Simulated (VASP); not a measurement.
A run of VASP 6.6.1:

The input POSCAR:

```
Tl
1.0
    3.4560000000      0.0000000000      0.0000000000
   -1.7280000000      2.9929837955      0.0000000000
    0.0000000000      0.0000000000      5.5250000000
Tl
2
Direct
    0.6666666667      0.3333333333      0.7500000000
    0.3333333333      0.6666666667      0.2500000000
```

Contents of INCAR.step1:

```
SYSTEM = Tl
  PREC = Accurate
  ENCUT = 520
  ISMEAR = 1
  SIGMA = 0.05
  LREAL = .False.
  LASPH = .True.
  NELM = 100
  NBANDS = 20
  GGA = PE
  ALGO = Normal
  EDIFF = 1E-4
  LWAVE = .True.
  LCHARG = .False.
```

The input INCAR.step2:

```
SYSTEM = Tl
  PREC = Accurate
  ENCUT = 520
  EDIFF = 1E-6
  ISMEAR = 1
  SIGMA = 0.05
  LREAL = .False.
  LASPH = .True.
  NELM = 100
  ALGO = Normal
  ISIF = 2
  LWAVE = .False.
  LCHARG = .False.
  METAGGA = R2SCAN
  LMIXTAU = .True.
  LUSE_VDW = .True.
  IVDW_NL = 2
  BPARAM = 11.95
  CPARAM = 0.0093
  NBANDS = 20
  ISTART = 1
```

KPOINTS

```
Automatic mesh
0
Gamma
  9 9 5
  0 0 0
```

Potentials or basis: VASP PAW PBE potentials, release 64 (Tl_d).

Command:

```bash
$ cat potpaw_PBE.64/Tl_d/POTCAR > POTCAR
$ cp INCAR.step1 INCAR
$ mpirun -np 1 vasp_std > vasp.out
$ cp INCAR.step2 INCAR
$ mpirun -np 1 vasp_std > vasp.out
```

Hardware: 1 thread of Intel(R) Xeon(R) Platinum 8488C (Sapphire Rapids) (shared host).

Question: Estimate the wall time of this run.

Answer: It took 2.4 min on 1 thread of Intel(R) Xeon(R) Platinum 8488C (Sapphire Rapids), on a shared host, peak memory 0.32 GiB. Counts: scf iterations 9, k points 36.
